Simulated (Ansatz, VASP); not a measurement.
## One calculation of GaP, two programs

INCAR

```
SYSTEM = GaP
PREC = Accurate
ENCUT = 520
EDIFF = 1E-6
ISMEAR = 0
SIGMA = 0.02
LREAL = .False.
LASPH = .True.
NELM = 100
ALGO = Normal
ISIF = 2
LWAVE = .False.
LCHARG = .False.
GGA = PS
IBRION = 2
NSW = 60
EDIFFG = -0.002
```

The input KPOINTS:

```
Automatic mesh
0
Gamma
  8 8 8
  0 0 0
```

Contents of POSCAR:

```
GaP
1.0
    0.0000000000      2.7069843382      2.7600132171
    2.7069843382      0.0000000000      2.7600132171
    2.7069843382      2.7069843382      0.0000000000
Ga P
1 1
Direct
    0.0000000000      0.0000000000      0.0000000000
    0.2500000000      0.2500000000      0.2500000000
```

Input for Ansatz:

```yaml
crystal:
  lattice:
    - [0.0, 2.7069843382, 2.7600132171]
    - [2.7069843382, 0.0, 2.7600132171]
    - [2.7069843382, 2.7069843382, 0.0]
  atoms:
    - { symbol: Ga, position: [0.0, 0.0, 0.0] }
    - { symbol: P, position: [0.25, 0.25, 0.25] }
basis:
  ecutwfc: 420
kpoints:
  mp_grid: { grid: [8, 8, 8] }
hamiltonian:
  xc: pbesol
scf:
  occupations: { method: gaussian, width: 0.02 }
output:
  forces: true
  stress: true
  eigenvalues: true
relax:
  adjacent_minimum: "off"
  f_tol: 0.002
  max_steps: 40
```

Change from the starting cell: strained cell.

Alike in both runs: task relaxation of the atoms; functional PBEsol; k mesh 8 × 8 × 8; occupations gaussian, width 0.02 eV; no spin polarisation.

|  | VASP | Ansatz |
| --- | --- | --- |
| version | VASP 6.6.1 | Ansatz 0.2.0 |
| potentials or method | VASP PAW PBE potentials, release 64 (Ga_d, P) | scalar-relativistic, plane waves, PAW |
| plane-wave cutoff (eV) | 520 | 420 |
| valence electrons in the cell | 18 | 18 |

|  | VASP | Ansatz | Ansatz less VASP |
| --- | --- | --- | --- |
| gap on the k mesh at the Fermi level, each at its own relaxed structure (eV) | 1.43 | 1.43 | -0.001 |

Ansatz warned: «stress_scf_threshold_loose».

Caveats: the relaxation stopped at its first step, so nothing moved. A k mesh can miss the band edges.
